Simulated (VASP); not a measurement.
Wanted: the native input for a VASP 6.6.1 run.

- Task: relaxation of cell and atoms
- Functional: HSE06
- Potentials or basis: VASP PAW PBE potentials, release 64 (Ge_d)
- Cutoff: 520 eV
- k mesh: 6 × 6 × 6
- Occupations: gaussian, width 0.02 eV
- Spin: no spin polarisation
- Grid for exact exchange (PRECFOCK): Fast
- Screening parameter: 0.2 1/A
- Further INCAR settings: ALGO = Normal; EDIFF = 1e-07; IBRION = 2; EDIFFG = -0.01; NSW = 80; ISIF = 3

The system is Ge.

```
Ge
1.0
     0.00000    2.82891    2.82891
     2.82891    0.00000    2.82891
     2.82891    2.82891    0.00000
Ge
2
Direct
  0.00000 0.00000 0.00000
  0.25000 0.25000 0.25000
```

One way to write it, as run:

POSCAR

```
Ge
1.0
    0.0000000000      2.8289100000      2.8289100000
    2.8289100000      0.0000000000      2.8289100000
    2.8289100000      2.8289100000      0.0000000000
Ge
2
Direct
    0.0000000000      0.0000000000      0.0000000000
    0.2500000000      0.2500000000      0.2500000000
```

INCAR.step1

```
PREC = Accurate ; ENCUT = 520
EDIFF = 1E-5 ; ISMEAR = 0
SIGMA = 0.02 ; LREAL = False
LASPH = True ; NELM = 80
ALGO = Normal ; LWAVE = True
LCHARG = False ; KPAR = 4
GGA = PE
```

INCAR.step2

```
PREC = Accurate ; ENCUT = 520
EDIFF = 1E-7 ; ISMEAR = 0
SIGMA = 0.02 ; LREAL = False
LASPH = True ; NELM = 80
ALGO = Normal ; ISIF = 3
LWAVE = False ; LCHARG = False
GGA = PE ; LHFCALC = True
HFSCREEN = 0.2 ; PRECFOCK = Fast
IBRION = 2 ; NSW = 80
EDIFFG = -0.01 ; KPAR = 4
ISTART = 1
```

KPOINTS

```
regular mesh
0
Gamma
  6 6 6
```

Potentials or basis: VASP PAW PBE potentials, release 64 (Ge_d).

Command:

```console
$ cat potpaw_PBE.64/Ge_d/POTCAR > POTCAR
$ cp INCAR.step1 INCAR
$ mpirun -np 4 vasp_std > vasp.out
$ cp INCAR.step2 INCAR
$ mpirun -np 4 vasp_std > vasp.out
```

It gave:

```json
{
  "Relaxed volume": "22.90 Å³/atom",
  "Relaxed cell": "a = 4.016 Å, b = 4.016 Å, c = 4.016 Å, α = 60.00°, β = 60.00°, γ = 60.00°",
  "Space group after relaxing (to 0.05 Å)": "Fd-3m (No. 227)",
  "Energy gained by relaxing": "0.7 meV/atom",
  "Ionic steps": "3",
  "Pressure after relaxing": "0.0 GPa",
  "Band gap on the k mesh": "0.78 eV, direct"
}
```

Caveat: the PAW data sets were made with another functional, which shifts forces and pressure a little.

It took 23 min on 4 MPI ranks on Intel(R) Xeon(R) 6975P-C (Granite Rapids) (shared host), peak memory 0.28 GiB a rank.
